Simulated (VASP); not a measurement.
Runs of VASP 6.6.1 on KF (Carobbiite). It takes space group Fm-3m (No. 225, cubic). The conventional cell has a = 5.344 Å, b = 5.344 Å, c = 5.344 Å, α = 90.00°, β = 90.00°, γ = 90.00°. K (site symmetry m-3m) has 6 F at 2.67 Å as nearest neighbours. Around F (site symmetry m-3m) lie 6 K at 2.67 Å. 

```tsv
level	potentials or basis	gap on the mesh (eV)	pressure (GPa)	relaxed volume (Å³/atom)
PBE	VASP PAW PBE potentials, release 64 (K_sv, F)	5.95	0.0	19.92
PBEsol	VASP PAW PBE potentials, release 64 (K_sv, F)	(b)	-0.1	(c)
r2SCAN	VASP PAW PBE potentials, release 64 (K_sv, F)	(a)	0.0	18.76
LDA	VASP PAW LDA potentials, release 64 (K_sv, F)	6.34	0.0	17.24
```

Alike in all rows: task relaxation of cell and atoms; no spin polarisation; cell relaxed; k mesh 10 × 10 × 10; cutoff (eV) 600; smearing gaussian 0.03 eV.

Fill in the values left out.

(a) 6.92; (b) 6.12; (c) 18.73.

Caveats: the PAW data sets were made with another functional, which shifts forces and pressure a little (some runs).

A k mesh can miss the band edges.

Not every run made on this cell is shown here.
